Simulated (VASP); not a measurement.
# KI (Fm-3m) in VASP: further runs

KI is run at these levels: r2SCANh, HSE06; tasks: single point.

Program: VASP 6.6.1. These are calculated values, not measurements. Logs are shortened: lines on timing, memory, paths and dates and some standing lists are left out, and cuts for length are marked.

**What was measured.**

A printed reference work, monograph reports, for a bulk crystal of KI: band gap 6.32 eV.

The runs below are set against these values where they give the same quantity.

**1. The cell of the first run**

The structure is cubic, space group Fm-3m (No. 225). The conventional cell has a = 7.089 Å, b = 7.089 Å, c = 7.089 Å, α = 90.00°, β = 90.00°, γ = 90.00°. K (site symmetry m-3m) has 6 I at 3.54 Å within 4.7 Å. I (site symmetry m-3m) has 6 K at 3.54 Å within 4.7 Å.

**2. Single point, r2SCANh**

The input, POSCAR:

```
KI
1.0
    0.0000000000      3.5445661589      3.5445661589
    3.5445661589      0.0000000000      3.5445661589
    3.5445661589      3.5445661589      0.0000000000
K I
1 1
Direct
    0.0000000000      0.0000000000      0.0000000000
    0.5000000000      0.5000000000      0.5000000000
```

The input, INCAR.step1:

```
SYSTEM = KI
PREC = Accurate
ENCUT = 520
EDIFF = 1E-5
ISMEAR = 0
SIGMA = 0.01
LREAL = .FALSE.
LASPH = .TRUE.
NELM = 80
ALGO = Normal
ISIF = 2
LWAVE = .TRUE.
LCHARG = .FALSE.
GGA = PE
NBANDS = 15
```

The input, INCAR.step2:

```
SYSTEM = KI
PREC = Accurate
ENCUT = 520
EDIFF = 1E-7
ISMEAR = 0
SIGMA = 0.01
LREAL = .FALSE.
LASPH = .TRUE.
NELM = 80
ALGO = Normal
ISIF = 2
LWAVE = .FALSE.
LCHARG = .FALSE.
METAGGA = R2SCAN
LHFCALC = .TRUE.
AEXX = 0.1
LMIXTAU = .TRUE.
PRECFOCK = Normal
ISTART = 1
NBANDS = 15
```

The input, KPOINTS:

```
regular mesh
0
G
  4 4 4
  0 0 0
```

Potentials or basis: VASP PAW PBE potentials, release 64 (K_sv, I).

Run with:

```sh
cat potpaw_PBE.64/K_sv/POTCAR potpaw_PBE.64/I/POTCAR > POTCAR
cp INCAR.step1 INCAR
mpirun -np 1 vasp_std > vasp.out
cp INCAR.step2 INCAR
mpirun -np 1 vasp_std > vasp.out
```

OUTCAR:

```text
SYSTEM = KI
   PREC = Accurate
   ENCUT = 520
   EDIFF = 1E-7
   ISMEAR = 0
   LREAL = .FALSE.
   LASPH = .TRUE.
   NELM = 80
   ISIF = 2
   METAGGA = R2SCAN
   LHFCALC = .TRUE.
   AEXX = 0.1
   PRECFOCK = Normal
   ISTART = 1

 ion  position               nearest neighbor table
   1  0.000  0.000  0.000-   2 3.54   2 3.54   2 3.54   2 3.54   2 3.54   2 3.54
   2  0.500  0.500  0.500-   1 3.54   1 3.54   1 3.54   1 3.54   1 3.54   1 3.54

  LATTYP: Found a face centered cubic cell.
 ALAT       =     7.0891323178

  Lattice vectors:

 A1 = (   0.0000000000,   3.5445661589,   3.5445661589)
 A2 = (   3.5445661589,   0.0000000000,   3.5445661589)
 A3 = (   3.5445661589,   3.5445661589,   0.0000000000)

Analysis of symmetry for initial positions (statically):
=====================================================================
 Subroutine PRICEL returns:
 Original cell was already a primitive cell.

 Routine SETGRP: Setting up the symmetry group for a
 face centered cubic supercell.

 Subroutine GETGRP returns: Found 48 space group operations
 (whereof 48 operations were pure point group operations)
 out of a pool of 48 trial point group operations.

The static configuration has the point symmetry O_h .

Analysis of symmetry for dynamics (positions and initial velocities):
=====================================================================
 Subroutine PRICEL returns:
 Original cell was already a primitive cell.

 Routine SETGRP: Setting up the symmetry group for a
 face centered cubic supercell.

 Subroutine GETGRP returns: Found 48 space group operations
 (whereof 48 operations were pure point group operations)
 out of a pool of 48 trial point group operations.

The dynamic configuration has the point symmetry O_h .

 Subroutine INISYM returns: Found 48 space group operations
 (whereof 48 operations are pure point group operations),
 and found     1 'primitive' translations

----------------------------------------------------------------------------------------

                                     Primitive cell

  volume of cell :      89.0675

  direct lattice vectors                    reciprocal lattice vectors
     0.000000000  3.544566159  3.544566159    -0.141060987  0.141060987  0.141060987
     3.544566159  0.000000000  3.544566159     0.141060987 -0.141060987  0.141060987
     3.544566159  3.544566159  0.000000000     0.141060987  0.141060987 -0.141060987

  length of vectors
     5.012773535  5.012773535  5.012773535     0.244324796  0.244324796  0.244324796

  position of ions in fractional coordinates (direct lattice)
     0.000000000  0.000000000  0.000000000
     0.500000000  0.500000000  0.500000000

  ion indices of the primitive-cell ions
   primitive index   ion index
                 1           1
                 2           2

----------------------------------------------------------------------------------------

 KPOINTS: regular mesh

Automatic generation of k-mesh.
 Grid dimensions read from file:
 generate k-points for:    4    4    4

 Generating k-lattice:

  Cartesian coordinates                     Fractional coordinates (reciprocal lattice)
    -0.035265247  0.035265247  0.035265247     0.250000000  0.000000000  0.000000000
     0.035265247 -0.035265247  0.035265247     0.000000000  0.250000000  0.000000000
     0.035265247  0.035265247 -0.035265247     0.000000000  0.000000000  0.250000000

  Length of vectors
     0.061081199  0.061081199  0.061081199

  Shift w.r.t. Gamma in fractional coordinates (k-lattice)
     0.000000000  0.000000000  0.000000000

 Subroutine IBZKPT returns following result:
 ===========================================

 Found      8 irreducible k-points:

 Following reciprocal coordinates:
            Coordinates               Weight
  0.000000  0.000000  0.000000      1.000000
  0.250000  0.000000  0.000000      8.000000
  0.500000  0.000000  0.000000      4.000000
  0.250000  0.250000  0.000000      6.000000
  0.500000  0.250000  0.000000     24.000000
 -0.250000  0.250000  0.000000     12.000000
  0.500000  0.500000  0.000000      3.000000
 -0.250000  0.500000  0.250000      6.000000
   k-points           NKPTS =      8   k-points in BZ     NKDIM =     64   number of bands    NBANDS=     15
   number of dos      NEDOS =    301   number of ions     NIONS =      2
   total plane-waves  NPLWV =  64000
   dimension x,y,z NGX =    40 NGY =   40 NGZ =   40
   dimension x,y,z NGXF=    80 NGYF=   80 NGZF=   80
   ions per type =               1   1
   NGX,Y,Z   is equivalent  to a cutoff of  13.27, 13.27, 13.27 a.u.
   NGXF,Y,Z  is equivalent  to a cutoff of  26.53, 26.53, 26.53 a.u.
 SYSTEM =  KI
   PREC   = accura    normal or accurate (medium, high low for compatibility)
   ISTART =      1    job   : 0-new  1-cont  2-samecut
   ICHARG =      0    charge: 1-file 2-atom 10-const
   ISPIN  =      1    spin polarized calculation?
   LNONCOLLINEAR =      F non collinear calculations
   LSORBIT =      F    spin-orbit coupling
   LASPH  =      T    aspherical Exc in radial PAW
   ENCUT  =  520.0 eV  38.22 Ry    6.18 a.u.   9.32  9.32  9.32*2*pi/ulx,y,z
   NELM   =     80;   NELMIN=  2; NELMDL=  0     # of ELM steps
   EDIFF  = 0.1E-06   stopping-criterion for ELM
   LREAL  =      F    real-space projection
   EDIFFG = 0.1E-05   stopping-criterion for IOM
   NSW    =      0    number of steps for IOM
   IBRION =     -1    ionic relax: 0-MD 1-quasi-New 2-CG
   NFREE  =      0    steps in history (QN), initial steepest desc. (CG)
   ISIF   =      2    stress and relaxation
   ISYM   =      3    0-nonsym 1-usesym 2-fastsym
   POTIM  = 0.5000    time-step for ionic-motion
   TEBEG  =    0.0;   TEEND  =   0.0 temperature during run
   PSTRESS=    0.0 pullay stress
   NELECT =      16.0000    total number of electrons
   NUPDOWN=      -1.0000    fix difference up-down
   EMIN   =  10.00;   EMAX   =-10.00  energy-range for DOS
   EFERMI =   0.00;   METHOD = LEGACY
   ISMEAR =     0;   SIGMA  =   0.01  broadening in eV -4-tet -1-fermi 0-gaus
   EFERMI_NEDOS =   21; number of points for ismear=-14 and -15
   IALGO  =     38    algorithm
   IMIX   =      1    mixing-type and parameters
     AMIX     =   0.40;   BMIX     =  1.00
     AMIX_MAG =   1.60;   BMIX_MAG =  1.00
  volume/ion in A,a.u.               =      44.53       300.53
  Fermi-wavevector in a.u.,A,eV,Ry     =   0.923723  1.745583 11.609363  0.853264
  Thomas-Fermi vector in A             =   2.049391
   LORBIT       =      0    0 simple, 1 ext, 2 COOP (PROOUT), +10 PAW based schemes
   METAGGA = R2SCAN    functional components
   LHFCALC =     T    Hartree Fock is set to
   PRECFOCK=normal    Normal, Fast or Accurate (Low or Medium for compatibility)
   ENCUT4O =  -1.0   cutoff for four orbital integrals eV
   NKREDX  =     1    reduce k-point grid by
   NKREDY  =     1    reduce k-point grid by
   NKREDZ  =     1    reduce k-point grid by
   AEXX    =    0.1000 exact exchange contribution
   HFSCREEN=    0.0000 screening length (either q_TF or 0.3 A-1)
   HFSCREENC=   0.0000 screening length for correlation (either q_TF or 0.3 A-1)
   ENCUTFOCK=  -1.0 apply spherical cutoff to Coloumb kernel
   IVDW    =     0    specifies the selected vdW correction
   LEPSILON=     F    determine dielectric tensor
   LRPA    =     F    only Hartree local field effects (RPA)
 non-spin polarized calculation
 Gauss-broadening in eV      SIGMA  =   0.01
  energy-cutoff  :      520.00
  volume of cell :       89.07
 maximum number of plane-waves:      2421
 NGX is ok and might be reduce to    40
  NGX = 28; NGY = 28; NGZ = 28

 number of electron      15.9999999 magnetization

 Free energy of the ion-electron system (eV)
  ---------------------------------------------------
  ext. energy  EPLUGINS =         0.00000000
  ---------------------------------------------------
  free energy    TOTEN  =       -31.70650736 eV

  energy without entropy =      -31.70650736  energy(sigma->0) =      -31.70650736

 E-fermi :  -1.1382     XC(G=0):  -6.8407

 val. band max:       -1.1983467548   @ k =   0.0000   0.0000   0.0000
 cond. band min:       3.9367924738   @ k =   0.0000   0.0000   0.0000
 fundamental gap:      5.1351392286
 Fermi energy:        -1.1381952039

 k-point     1 :       0.0000    0.0000    0.0000
  band No.  band energies     occupation
      1     -31.6643      2.00000
      2     -13.9408      2.00000
      3     -13.9408      2.00000
      4     -13.9408      2.00000
      5     -12.3329      2.00000
      6      -1.1983      2.00000
      7      -1.1983      2.00000
      8      -1.1983      2.00000
      9       3.9368      0.00000
     10       6.5148      0.00000
     11       6.5148      0.00000
     12       6.5148      0.00000
     13       7.4011      0.00000
     14       7.4011      0.00000
     15       9.6438      0.00000

 k-point     2 :       0.2500    0.0000    0.0000
  band No.  band energies     occupation
      1     -31.6633      2.00000
      2     -14.0191      2.00000
      3     -13.9415      2.00000
      4     -13.9415      2.00000
      5     -12.1832      2.00000
      6      -1.9575      2.00000
      7      -1.3737      2.00000
      8      -1.3737      2.00000
      9       5.0097      0.00000
     10       6.5436      0.00000
     11       7.1602      0.00000
     12       7.1602      0.00000
     13       8.1100      0.00000
     14       8.1100      0.00000
     15      10.5994      0.00000
[... 77 lines left out ...]
      3     -13.9585      2.00000
      4     -13.9585      2.00000
      5     -12.1743      2.00000
      6      -2.2428      2.00000
      7      -1.5823      2.00000
      8      -1.5823      2.00000
      9       4.7958      0.00000
     10       5.8705      0.00000
     11       8.3732      0.00000
     12       8.8116      0.00000
     13       9.0763      0.00000
     14       9.9466      0.00000
     15       9.9466      0.00000

 k-point     8 :      -0.2500    0.5000    0.2500
  band No.  band energies     occupation
      1     -31.6617      2.00000
      2     -13.9907      2.00000
      3     -13.9713      2.00000
      4     -13.9713      2.00000
      5     -12.1148      2.00000
      6      -1.9558      2.00000
      7      -1.9558      2.00000
      8      -1.8009      2.00000
      9       6.3959      0.00000
     10       6.3959      0.00000
     11       6.7812      0.00000
     12       8.4082      0.00000
     13       9.0648      0.00000
     14       9.9921      0.00000
     15      10.4745      0.00000

------------------------ aborting loop because EDIFF is reached ----------------------------------------

  FORCE on cell =-STRESS in cart. coord.  units (eV):
  Direction    XX          YY          ZZ          XY          YZ          ZX
  --------------------------------------------------------------------------------------
  -------------------------------------------------------------------------------------
  Total       -0.0118658     -0.0118658     -0.0118658     -0.0000000      0.0000000     -0.0000000
  in kB       -0.2134468     -0.2134468     -0.2134468     -0.0000000      0.0000000     -0.0000000
  external PRESSURE =      -0.2134468 kB  Pullay stress =       0.0000000 kB

 VOLUME and BASIS-vectors are now :
 -----------------------------------------------------------------------------
  energy-cutoff  :      520.00
  volume of cell :       89.07
      direct lattice vectors                 reciprocal lattice vectors
     0.000000000  3.544566159  3.544566159    -0.141060987  0.141060987  0.141060987
     3.544566159  0.000000000  3.544566159     0.141060987 -0.141060987  0.141060987
     3.544566159  3.544566159  0.000000000     0.141060987  0.141060987 -0.141060987

 POSITION                                       TOTAL-FORCE (eV/Angst)
 -----------------------------------------------------------------------------------
      0.00000      0.00000      0.00000        -0.000000      0.000000      0.000000
      3.54457      3.54457      3.54457         0.000000     -0.000000     -0.000000
 -----------------------------------------------------------------------------------
    total drift:                               -0.000000     -0.000000     -0.000000

  FREE ENERGIE OF THE ION-ELECTRON SYSTEM (eV)
  ---------------------------------------------------
  free  energy   TOTEN  =       -31.7065073615 eV

  energy  without entropy=      -31.7065073615  energy(sigma->0) =      -31.70650736
```

It took 17 min on 1 thread of AMD EPYC 7R43 (Zen 3), shared host; peak memory 0.24 GiB.

Results:

| Item | Value |
| --- | --- |
| Free energy | -31.7065 eV |
| Pressure | 0.0 GPa |
| Band gap on the k mesh | 5.14 eV |

Caveat: the PAW data sets were made with another functional, which shifts forces and pressure a little; spin-orbit coupling is left out, which moves the levels of the heavy elements.

**3. Single point, HSE06**

This run uses another cell than the first one, of 45.56 Å³/atom.

The input, POSCAR:

```
KI
1.0
    0.0000000000      3.5716531151      3.5716531151
    3.5716531151      0.0000000000      3.5716531151
    3.5716531151      3.5716531151      0.0000000000
K I
1 1
Direct
    0.0000000000      0.0000000000      0.0000000000
    0.5000000000      0.5000000000      0.5000000000
```

The input, INCAR.step1:

```
  ALGO = Normal
  EDIFF = 1E-5
  ENCUT = 520
  GGA = PE
  ISIF = 2
  ISMEAR = -1
  LASPH = True
  LCHARG = False
  LREAL = False
  LWAVE = True
  NBANDS = 15
  NELM = 80
  PREC = Accurate
  SIGMA = 0.02
```

The input, INCAR.step2:

```
  ALGO = Normal
  EDIFF = 1E-6
  ENCUT = 520
  GGA = PE
  HFSCREEN = 0.2079
  ISIF = 2
  ISMEAR = -1
  ISTART = 1
  LASPH = True
  LCHARG = False
  LHFCALC = True
  LREAL = False
  LWAVE = False
  NBANDS = 15
  NELM = 80
  PREC = Accurate
  PRECFOCK = Normal
  SIGMA = 0.02
```

The input, KPOINTS:

```
k-points
0
Gamma
  4 4 4
```

Potentials or basis: VASP PAW PBE potentials, release 64 (K_sv, I).

Run with:

```sh
cat potpaw_PBE.64/K_sv/POTCAR potpaw_PBE.64/I/POTCAR > POTCAR
cp INCAR.step1 INCAR
mpirun -np 1 vasp_std > vasp.out
cp INCAR.step2 INCAR
mpirun -np 1 vasp_std > vasp.out
```

It took 14 min on 1 thread of AMD EPYC 7R43 (Zen 3), shared host; peak memory 0.31 GiB.

Results (log left out):

```
Free energy            : -6.4044 eV
Pressure               : 0.0 GPa
Band gap on the k mesh : 4.87 eV
```

Levels at points of the mesh, in eV from the valence-band top:
```csv
k point,band 4,band 5,band 6,band 7,band 8,band 9,band 10,band 11,band 12,band 13
"(0.00, 0.00, 0.00)",-13.02,-11.34,0.00,0.00,0.00,4.87,7.65,7.65,7.65,8.47
"(0.50, 0.00, 0.00)",-13.02,-11.07,-1.31,-0.32,-0.32,6.45,8.80,9.17,9.17,10.06
"(0.50, 0.50, 0.00)",-13.03,-11.19,-1.01,-0.38,-0.38,5.99,6.76,9.43,9.74,10.05
```

Caveat: the PAW data sets were made with another functional, which shifts forces and pressure a little; spin-orbit coupling is left out, which moves the levels of the heavy elements.

**4. How close it comes**

Step 2. Against the measured gap of KI, 6.32 eV (a printed reference work, monograph), the calculated 5.14 eV is off by -1.18 eV. Spin-orbit coupling on I is left out. The value is that of r2SCANh, without temperature or zero-point motion.

Step 3. A measured gap of KI is 6.32 eV (a printed reference work, monograph); the calculated 4.87 eV misses it by -1.45 eV. Spin-orbit coupling on I is left out. The value is that of HSE06, without temperature or zero-point motion.
